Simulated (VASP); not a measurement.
Runs of VASP 6.6.1 on Ti. Symmetry: P6_3/mmc, No. 194, hexagonal system. The conventional cell has a = 2.950 Å, b = 2.950 Å, c = 4.680 Å, α = 90.00°, β = 90.00°, γ = 120.00°. Around Ti (site symmetry -6m2) lie 12 Ti at 2.89 to 2.95 Å. 

```csv
task,level,potentials or basis,cell,cutoff (eV),smearing,ladder,gap on the mesh (eV),pressure (GPa),V0 of scaled cells (Å³/atom),B0 (GPa)
single point,PBE,"VASP PAW PBE potentials, release 54 (Ti_sv)",as given,520,gaussian 0.05 eV,-,none,-1.7,-,-
relaxation of cell and atoms,RPBE,"VASP PAW PBE potentials, release 64 (Ti_sv)",relaxed,600,methfessel-paxton 0.2 eV,-,none,0.1,-,-
equation of state,PBEsol,"VASP PAW PBE potentials, release 64 (Ti_sv)",as given,520,fermi-dirac 0.05 eV,free,-,-,(b),117
single point,PBE,"VASP PAW PBE potentials, release 64 (Ti_sv_GW)",as given,550,gaussian 0.1 eV,-,none,-2.8,-,-
equation of state,PBE,"VASP PAW PBE potentials, release 64 (Ti_sv)",as given,520,fermi-dirac 0.05 eV,-,-,-,17.37,(a)
single point,PBE,"VASP PAW PBE potentials, release 64 (Ti_sv)",as given,520,fermi-dirac 0.05 eV,-,none,-1.7,-,-
single point,PBE,"VASP PAW PBE potentials, release 64 (Ti_sv)",as given,520,gaussian 0.1 eV,-,none,-1.7,-,-
optical spectrum,TB-mBJ,"VASP PAW PBE potentials, release 64 (Ti_sv)",as given,520,methfessel-paxton 0.1 eV,-,none,-,-,-
```

Alike in all rows: no spin polarisation; k mesh 10 × 10 × 6.

Question: Estimate the missing entries.

Answer: (a) 110; (b) 16.69.

Caveats: the PAW data sets were made with another functional, which shifts forces and pressure a little (some runs); the cell was scaled at fixed shape and fractional positions, which overstates the stiffness of a crystal with free parameters, most of all of layers and chains (some runs).

A k mesh can miss the band edges.

A gap of «none» marks a metal or a gap under the smearing width.

Not every run made on this cell is shown here.
